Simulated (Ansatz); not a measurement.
Write the native input for Ansatz 0.2.0 that does the following.

| Quantity | Value |
| --- | --- |
| Task | single point |
| Functional | PBE |
| Potentials or basis | Ansatz PAW |
| Cutoff | 420 eV (not typed: the program's choice for these potentials) |
| k mesh | 12 × 12 × 12 |
| Occupations | gaussian, width 0.017 eV |
| Spin | no spin polarisation |

Pt:

```
Pt
1.0
     0.00000    1.96090    1.96090
     1.96090    0.00000    1.96090
     1.96090    1.96090    0.00000
Pt
1
Direct
  0.00000 0.00000 0.00000
```

These files were run (other wordings do the same):

input.yaml

```yaml
crystal:
  lattice:
    - [0.0, 1.9609, 1.9609]
    - [1.9609, 0.0, 1.9609]
    - [1.9609, 1.9609, 0.0]
  atoms:
    - { symbol: Pt, position: [0.0, 0.0, 0.0] }
hamiltonian:
  xc: pbe
  pseudopotentials: { kind: paw }
kpoints:
  mp_grid: { grid: [12, 12, 12] }
scf:
  occupations: { method: gaussian, width: 0.017 }
output:
  forces: true
  stress: true
  eigenvalues: true
```

Potentials or basis: Ansatz PAW.

Launch:

```sh
$ ansatz run input.yaml --threads 2 --pin off --max-ram 5632MiB --backend cpu --events-out ev --progress --plain --runs-dir out
```

It gave:

```json
{
 "Pressure": "10.2 GPa",
 "Band gap on the k mesh": "none (metal or under the smearing width)"
}
```

Wall time 0.97 s on 2 threads of AMD EPYC 7R43 64-Core Processor (Zen 3) (shared host), peak memory 0.31 GiB.
